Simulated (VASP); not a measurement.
A run of VASP 6.6.1:

INCAR

```
PREC = Accurate
ENCUT = 600
EDIFF = 1E-6
ISMEAR = -1
SIGMA = 0.05
LREAL = False
LASPH = True
NELM = 80
ALGO = Normal
ISIF = 3
LWAVE = False
LCHARG = False
GGA = PS
LUSE_VDW = True
IVDW_NL = 2
BPARAM = 20.0
CPARAM = 0.0093
IBRION = 2
NSW = 40
EDIFFG = -0.01
```

KPOINTS

```
Automatic mesh
0
Gamma
  12 12 11
```

The input POSCAR:

```
Si
1.0
    2.6205428149      0.0000000000      0.0000000000
   -1.3102714075      2.2694566494      0.0000000000
    0.0000000000      0.0000000000      2.4663543900
Si
1
Direct
    0.0000000000      0.0000000000      0.0000000000
```

Potentials or basis: VASP PAW PBE potentials, release 64 (Si).

Launch:

```bash
$ cat potpaw_PBE.64/Si/POTCAR > POTCAR
$ mpirun -np 1 vasp_std > vasp.out
```

Hardware: 1 thread of Intel(R) Xeon(R) Platinum 8259CL CPU @ 2.50GHz (Skylake/Cascade Lake), with other jobs on the host.

Q: Estimate the wall time of this run.

A: It took 71 s on 1 thread of Intel(R) Xeon(R) Platinum 8259CL CPU @ 2.50GHz (Skylake/Cascade Lake), with other jobs on the host, peak memory 0.18 GiB. Counts: scf iterations 26, k points 114, ion steps 5.
